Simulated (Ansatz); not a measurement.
# Cu in Ansatz: reference runs

Aim: a first look at Cu with PBE, on the cell as given.

All numbers are computed with Ansatz 0.2.0; they aren't measurements. Logs are shortened: lines on timing, memory, paths and dates and some standing lists are left out, and cuts for length are marked.

## (1) The cell of the first run

The cell holds a slab with vacuum, 7 atoms: a = 2.534 Å, b = 2.534 Å, c = 27.338 Å, α = 90.00°, β = 90.00°, γ = 120.00°.

## (2) Single point, PBE (the (0 0 1) slab of Cu, cut from the database cell, not relaxed)

Input file input.yaml:

```yaml
crystal:
  lattice:
    - [2.5340966698, 0.0, 0.0]
    - [-1.2670483349, 2.1945920917, 0.0]
    - [0.0, 0.0, 27.337713]
  atoms:
    - { symbol: Cu, position: [0.66666667, 0.33333334, 0.2743462849] }
    - { symbol: Cu, position: [0.33333333, 0.66666666, 0.34956419] }
    - { symbol: Cu, position: [0.66666667, 0.33333334, 0.424782095] }
    - { symbol: Cu, position: [0.33333333, 0.66666666, 0.5] }
    - { symbol: Cu, position: [0.66666667, 0.33333334, 0.575217905] }
    - { symbol: Cu, position: [0.33333333, 0.66666666, 0.65043581] }
    - { symbol: Cu, position: [0.66666667, 0.33333334, 0.7256537151] }
hamiltonian:
  xc: pbe
  pseudopotentials: { kind: paw }
kpoints:
  mp_grid: { grid: [12, 12, 1] }
scf:
  occupations: { method: fermi_dirac, width: 0.05 }
output:
  forces: true
  eigenvalues: true
  write_density: true
  write_potential: true
  elf: true
  volumetric_format: npy
efield:
  axis: 3
  dipole_correction: true
  ramp_width: 0.04
```

Potentials or basis: Ansatz PAW.

On the command line:

```console
$ ansatz run input.yaml --threads 4 --pin off --max-ram 11264MiB --backend cpu --events-out ev --progress --plain --runs-dir out
```

Log:

```text
Warning: RAYON_NUM_THREADS=4 ignored (pool sized by the plan → 4); use --threads N
Engine: ansatz 0.2.0, aarch64-unknown-linux-gnu
Pseudopotentials: kind: paw
Pseudopotential: Cu, paw, valence charge 19, recommended cutoff 420 eV (normal), Cu.paw.azcp
Functional definition: PBE
  parameter kappa = 0.804
  parameter beta = 0.06672455060314922
  exchange = pbe_x(kappa = kappa, mu = beta*pi^2/3)
  correlation = pbe_c(beta = beta)
Crystal: 7 atoms, lattice volume = 152.033 Å³
Basis set: ecut = 420 eV, 3013 PW (Γ), exchange–correlation on 36×36×384 points (8 copies of the dense FFT grid, shifted against one another)
Bands: 80, of which v1, the nominal top of the filled ones, is band 67 counted from 1 (66 counted from 0)
Symmetry: 6 space group operations
k-points: 19 of 144 (time reversal used)
Non-local potential: Cu, projectors of the file, l = 0: 3, l = 1: 2, l = 2: 3, l = 3: 1
PAW form: soft (Blöchl's): semilocal exchange-correlation on the pseudo side does not see the compensation charge
PAW one-centre angular grid: Cu, 590 points (default); XC on 64 Gauss nodes
Initial density: superposition of atomic densities (neutral atoms: chi_scale 0, normalization atom), corrected by the library's trained network
Initial wavefunctions: pseudopotential atomic-orbital guess
Functional: x = pbe(κ = 0.804, μ = 0.2195149727645171), c = pbe(β = 0.06672455060314922)
SCF iter   1: F=—  HF=-46375.168109 eV  |F-HF|=—  |Δ(HF+E_count)|=         —  Δρ=2.91e-3  dr2=4.00e-2  ethr=1.77e-3  p=0.000 e·Å  D=1.22e-14 V/Å  ΔV_dip=-0.00 eV  dr2_dipole=4.62e-7  V_vac-E_F(+/−)=4.75/4.75 eV  ⟨swp⟩=6.7  Hψ=6040  notcnv=0  defer=29
efield: sawtooth ramp at fractional position 0.9800 (placed from the atoms, in the widest stretch of the axis that holds none; the zero of the levels goes with the place), width 0.0400; the density the first Hamiltonian is built on has a dipole p = 0.000 e·Å; the dipole correction subtracts the counter field D = 1.22e-14 V/Å, which shifts the + side's vacuum level by -0.00 eV against the − side's; the planar-averaged density in the ramp window peaks in size at 6.1e-5 e/Å³
preconditioner: auto → LDOS  [metal: Δε(μ)=0.015 eV  Ē_g=9.131 eV  σ=0.050 eV  W_gap=0.07  n_scr=22 (ndim 8)  ℏωp=26.4 eV  f_vac=0.448  D(μ)=3.90/eV (n_scr^D=18)  β→1.0]
SCF iter   2: F=—  HF=-46375.173272 eV  |F-HF|=—  |Δ(HF+E_count)|=   5.16e-3  Δρ=3.80e-3  dr2=2.01e-2  ethr=3.00e-5  p=-0.000 e·Å  D=-2.45e-6 V/Å  ΔV_dip=0.00 eV  dr2_dipole=3.96e-7  V_vac-E_F(+/−)=4.85/4.85 eV  ⟨swp⟩=2.7  Hψ=2932  notcnv=0  defer=93
SCF iter   3: F=—  HF=-46375.170095 eV  |F-HF|=—  |Δ(HF+E_count)|=   3.18e-3  Δρ=1.01e-3  dr2=4.28e-3  ethr=1.51e-5  p=-0.000 e·Å  D=-9.19e-6 V/Å  ΔV_dip=0.00 eV  dr2_dipole=1.89e-7  V_vac-E_F(+/−)=4.81/4.81 eV  ⟨swp⟩=2.0  Hψ=2265  notcnv=0  defer=93
SCF iter   4: F=—  HF=-46375.170106 eV  |F-HF|=—  |Δ(HF+E_count)|=   1.16e-5  Δρ=5.88e-4  dr2=8.81e-4  ethr=3.21e-6  p=-0.000 e·Å  D=-3.81e-6 V/Å  ΔV_dip=0.00 eV  dr2_dipole=1.72e-8  V_vac-E_F(+/−)=4.81/4.81 eV  ⟨swp⟩=2.0  Hψ=2157  notcnv=0  defer=93
SCF iter   5: F=—  HF=-46375.170017 eV  |F-HF|=—  |Δ(HF+E_count)|=   8.95e-5  Δρ=3.72e-4  dr2=2.05e-4  ethr=6.62e-7  p=-0.000 e·Å  D=-1.29e-6 V/Å  ΔV_dip=0.00 eV  dr2_dipole=1.49e-9  V_vac-E_F(+/−)=4.81/4.81 eV  ⟨swp⟩=2.1  Hψ=2205  notcnv=0  defer=93
SCF iter   6: F=—  HF=-46375.170016 eV  |F-HF|=—  |Δ(HF+E_count)|=   7.89e-7  Δρ=1.04e-4  dr2=1.19e-5  ethr=1.54e-7  p=-0.000 e·Å  D=-6.78e-7 V/Å  ΔV_dip=0.00 eV  dr2_dipole=4.32e-10  V_vac-E_F(+/−)=4.82/4.82 eV  ⟨swp⟩=2.0  Hψ=2150  notcnv=0  defer=93
SCF iter   7: F=—  HF=-46375.170032 eV  |F-HF|=—  |Δ(HF+E_count)|=   1.62e-5  Δρ=5.27e-5  dr2=2.58e-6  ethr=8.97e-9  p=0.000 e·Å  D=2.71e-7 V/Å  ΔV_dip=-0.00 eV  dr2_dipole=1.44e-10  V_vac-E_F(+/−)=4.82/4.82 eV  ⟨swp⟩=2.1  Hψ=2276  notcnv=0  defer=93
SCF iter   8: F=—  HF=-46375.170034 eV  |F-HF|=—  |Δ(HF+E_count)|=   1.89e-6  Δρ=2.29e-5  dr2=6.88e-7  ethr=1.94e-9  p=0.000 e·Å  D=9.40e-8 V/Å  ΔV_dip=-0.00 eV  dr2_dipole=8.52e-11  V_vac-E_F(+/−)=4.82/4.82 eV  ⟨swp⟩=2.4  Hψ=2767  notcnv=0  defer=93
SCF iter   9: F=-46375.170035 eV  HF=-46375.170035 eV  |F-HF|=3.93e-8  |Δ(HF+E_count)|=   4.19e-7  Δρ=6.95e-6  dr2=8.94e-8  ethr=7.52e-11  p=0.000 e·Å  D=6.25e-8 V/Å  ΔV_dip=-0.00 eV  dr2_dipole=3.54e-11  V_vac-E_F(+/−)=4.82/4.82 eV  ⟨swp⟩=16.7  Hψ=13735  notcnv=0
SCF 1 converged in 9 iterations: F = -46375.170035 eV  dr2 = 8.94e-8
WARN: The output density's exchange-correlation potential varies sharply where the density is thin. Do not read a vacuum level from v_tot or v_xc, or from such a field of the output density. On a cell that repeats whose density bears no net charge and no dipole along the vacuum's axis use v_es (v_loc + v_h of the components); under efield.dipole_correction with no amplitude use v_es + v_field, which holds any external_charges[].barrier, or the levels of the report's work_function block, which leave it out; under a non-zero efield.amplitude the vacuum is tilted and has no level; on a cell that repeats and bears such a dipole with no correction it is tilted too, and efield.dipole_correction with no amplitude gives each side of its ramp a level where efield: is served; in a cell that repeats whose density bears a net charge (total_charge, or a fill off its count) it is curved and has none; of a slab under crystal.periodic whose density bears no net charge use v_es, which has a level on each side, short of where the two are joined; of another it falls or rises all the way out and has none; of a slab beside external_charges read slab_vacuum_level instead, which it has where they leave it neutral. The grid or the basis barely resolves most such structure, and the values can differ between equally converged runs; as a rule a tighter scf.convergence.dr2_threshold does not remove it. Where the density itself ripples (under the LDA too) a higher basis.ecutwfc lessens it. The files hold the spikes' plane waves up to the density's cutoff. Files: v_tot_of_output_density and the like, and their columns of v_z.tsv (output.write_potential); v_xc_of_output_density and the like, and their columns of v_comp_z.tsv (output.write_potential_components). Measured: with its Gaussian average of σ = 0.25 Å subtracted twice, the exchange-correlation potential is over 0.1 eV at 173 of the grid points where the equally averaged density (valence and model cores) is under 1e-3 e/Å³, and 0.441 eV at the most among them, at an averaged density of 3.8e-8 e/Å³. The input density's (outcome.potential() and, of a run that writes arrays, v_tot and v_xc) is over 0.1 eV, so measured, at 849 points of its own thin density, 0.497 eV at the most. See output.write_potential in the manual, Limitations
SCF converged after 9 iterations
Free energy (F): -46375.170035 eV
Harris-Foulkes:  -46375.170035 eV  (|F-HF|=3.93e-8)
Internal energy: -46375.139385 eV  (E = F + TS)
E sigma→0 (E₀):  -46375.154710 eV
Entropy (-TS):   -0.030649 eV (-4.378 meV/atom)
Fermi energy:    6.927565 eV
Dipole field:    D = 0.000009 V/Å  (p = 0.000008 e·Å, saw-weighted, corrected)
Work function:   Φ+ = 4.8194 eV   Φ− = 4.8196 eV
Levels:          The Fermi level and band energies are counted from a zero that moves with the ramp; work functions are not
--- Per-component energies (eV) ---
  E_band       = -3814.020685
  E_kinetic    = 2101.172848
  E_local      = -327205.700508  (includes V_loc(G=0)·N_el)
  E_nonlocal   = 2730.784984
  E_hartree    = 161266.820254
  E_xc         = -626.548742
  E_vxc        = -808.466294  (∫ρ·V_xc dr)
  E_paw        = -11641.618811  (= ΣΔE_a)
  E_vpaw       = -3165.517127  (= ΣTr[D̂ρ^β])
  E_aug_tail   = 0.001940  (compensation charges beyond the density's cutoff)
  E_efield     = 0.000000  (sawtooth field / dipole correction)
  E_vefield    = 0.000000  (∫n·V_field dr)
  E_ewald      = 126999.948649
  E_smearing   = -0.030649  (= −TS)
  E_closure    = 0.000000  (closes the sum)
  Σ components = -46375.170035   (vs F -46375.170035, Δ=0.00e0)
--- Forces (eV/Å), atoms counted from 1 ---
  atom   1  Cu    -0.00000000     0.00000000    -0.21910038
  atom   2  Cu     0.00000000    -0.00000000    -0.01966795
  atom   3  Cu    -0.00000000     0.00000000    -0.03310224
  atom   4  Cu     0.00000000    -0.00000000     0.00000046
  atom   5  Cu    -0.00000000     0.00000000     0.03310251
  atom   6  Cu     0.00000000    -0.00000000     0.01966780
  atom   7  Cu     0.00000000    -0.00000000     0.21909935
  max |Σ_I F_I| component: 4.41e-7 eV/Å
--- Band table (eV; the first three rows and the last of 19) ---
  k-point 0: bands = ["-105.6534", "-105.6534", "-105.6403", "-105.5992", "-105.5984", "-105.4118", "-105.4118", "-63.0558", "-63.0402", "-63.0168", "-62.9823", "-62.9823", "-62.9823", "-62.9823", "-62.9696", "-62.9654", "-62.9654", "-62.9446", "-62.9135", "-62.9135", "-62.9127", "-62.9127", "-62.7654", "-62.7654", "-62.7654", "-62.7654", "-62.7299", "-62.7299", "-2.4819", "-1.9981", "-1.2118", "-0.1809", "0.8257", "1.4967", "1.7225", "3.7499", "3.7504", "3.8979", "3.9078", "3.9078", "3.9092", "3.9092", "3.9118", "3.9512", "3.9512", "4.0168", "4.0168", "4.0866", "4.1229", "4.1229", "4.2253", "4.2253", "4.2472", "4.2472", "4.5676", "4.5676", "4.7430", "4.7430", "4.7631", "4.9370", "4.9370", "5.1242", "5.1242", "5.2410", "5.2410", "5.3096", "5.3096", "5.3142", "5.3142", "6.1488", "6.5024", "11.1443", "11.4947", "11.9950", "13.0861", "13.5355", "15.3794", "15.6607", "18.2251", "18.3090"]
  k-point 1: bands = ["-105.6527", "-105.6527", "-105.6396", "-105.5985", "-105.5977", "-105.4111", "-105.4111", "-63.0536", "-63.0389", "-63.0166", "-62.9893", "-62.9886", "-62.9839", "-62.9839", "-62.9753", "-62.9670", "-62.9648", "-62.9454", "-62.9189", "-62.9185", "-62.9150", "-62.9141", "-62.7714", "-62.7714", "-62.7669", "-62.7669", "-62.7293", "-62.7293", "-2.2542", "-1.7744", "-0.9953", "0.0247", "1.0176", "1.6657", "1.8652", "3.6490", "3.6642", "3.7920", "3.8161", "3.8571", "3.8826", "3.8863", "3.9779", "3.9819", "4.0214", "4.0315", "4.0507", "4.0861", "4.1221", "4.1726", "4.1918", "4.2190", "4.2879", "4.3214", "4.3913", "4.5372", "4.5620", "4.7169", "4.7215", "4.9177", "4.9212", "5.0204", "5.0893", "5.1150", "5.2431", "5.2891", "5.3169", "5.3278", "5.7050", "6.6649", "7.1268", "11.3142", "11.7000", "12.1600", "13.2895", "13.7172", "15.5772", "15.8560", "18.4199", "18.5102"]
  k-point 2: bands = ["-105.6507", "-105.6507", "-105.6376", "-105.5967", "-105.5960", "-105.4092", "-105.4092", "-63.0475", "-63.0357", "-63.0166", "-63.0067", "-63.0049", "-62.9913", "-62.9882", "-62.9882", "-62.9713", "-62.9645", "-62.9485", "-62.9342", "-62.9325", "-62.9191", "-62.9179", "-62.7878", "-62.7878", "-62.7711", "-62.7711", "-62.7277", "-62.7277", "-1.5881", "-1.1234", "-0.3725", "0.6013", "1.5368", "2.1106", "2.2303", "3.3801", "3.4477", "3.5914", "3.6064", "3.6732", "3.6958", "3.7962", "3.8952", "3.9801", "3.9838", "4.1325", "4.1523", "4.1592", "4.2055", "4.2437", "4.2541", "4.2567", "4.3701", "4.3738", "4.4429", "4.5206", "4.5718", "4.5887", "4.7205", "4.7376", "4.9012", "4.9210", "5.0937", "5.1826", "5.2418", "5.3322", "5.3601", "5.6319", "6.4114", "7.6096", "8.3508", "11.8017", "12.3158", "12.6965", "13.9092", "14.2685", "16.1743", "16.4404", "18.9966", "19.1046"]
  k-point 18: bands = ["-105.6414", "-105.6414", "-105.6279", "-105.5879", "-105.5879", "-105.4002", "-105.4002", "-63.0527", "-63.0509", "-63.0472", "-63.0471", "-63.0355", "-63.0308", "-63.0222", "-63.0160", "-63.0027", "-62.9762", "-62.9732", "-62.9713", "-62.9697", "-62.9623", "-62.9559", "-62.8287", "-62.8287", "-62.8275", "-62.8275", "-62.7202", "-62.7202", "2.7386", "2.8281", "2.8625", "2.8629", "2.9033", "2.9319", "2.9738", "3.0197", "3.0943", "3.1109", "3.1170", "3.2352", "3.2389", "3.6375", "3.7022", "3.7062", "3.7783", "3.7976", "4.1156", "4.1174", "4.1785", "4.1788", "4.4437", "4.4487", "4.5211", "4.7482", "5.0136", "5.1789", "5.1961", "5.2164", "5.2323", "5.2594", "5.2843", "5.3065", "5.3127", "10.2154", "10.5118", "10.5499", "10.6931", "10.7559", "10.8198", "10.9387", "11.4800", "11.5526", "11.5847", "12.6483", "13.8425", "14.0366", "14.3791", "14.6450", "15.1915", "15.3998"]
```

It took 8.6 s on 4 threads of Arm Neoverse V2, shared host; peak memory 0.61 GiB.

What came out:

| Property | Result |
| --- | --- |
| Free energy | -46375.1700 eV |
| Largest force | 0.219 eV/Å |
| Band gap on the k mesh | none (metal or under the smearing width) |
| Work function of the upper face | 4.82 eV |
| Work function of the lower face | 4.82 eV |
| Dipole across the slab | 0.000 e·Å |

Forces in eV/Å, atoms in the order of the input:
```
Cu   0.000  0.000 -0.219
Cu   0.000  0.000 -0.020
Cu   0.000  0.000 -0.033
Cu   0.000  0.000  0.000
Cu   0.000  0.000  0.033
Cu   0.000  0.000  0.020
Cu   0.000  0.000  0.219
```
